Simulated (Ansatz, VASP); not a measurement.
Na: VASP beside Ansatz

```
Na
1.0
     3.22777    0.00000    0.00000
     0.00000    3.22777    0.00000
     0.00000    0.00000    3.22777
Na
1
Direct
  0.00000 0.00000 0.00000
```

Alike in both runs: functional PBE; k mesh 12 × 12 × 12; occupations fermi-dirac, width 0.08 eV; no spin polarisation.

Ansatz relaxed the structure, and its values are those at the end. VASP's run is a single point on that final structure, the one shown.

|  | VASP | Ansatz |
| --- | --- | --- |
| version | VASP 6.6.1 | Ansatz 0.2.0 |
| potentials or method | VASP PAW PBE potentials, release 64 (Na_pv) | PAW with Ansatz's default frozen-core files, scalar-relativistic |
| plane-wave cutoff (eV) | 520 | 420 |
| valence electrons in the cell | 7 | 9 |

|  | VASP | Ansatz | Ansatz less VASP |
| --- | --- | --- | --- |
| pressure (GPa) | 1.4 | 1.4 | +0.05 |

The two sets of potentials don't hold the same shells in valence.
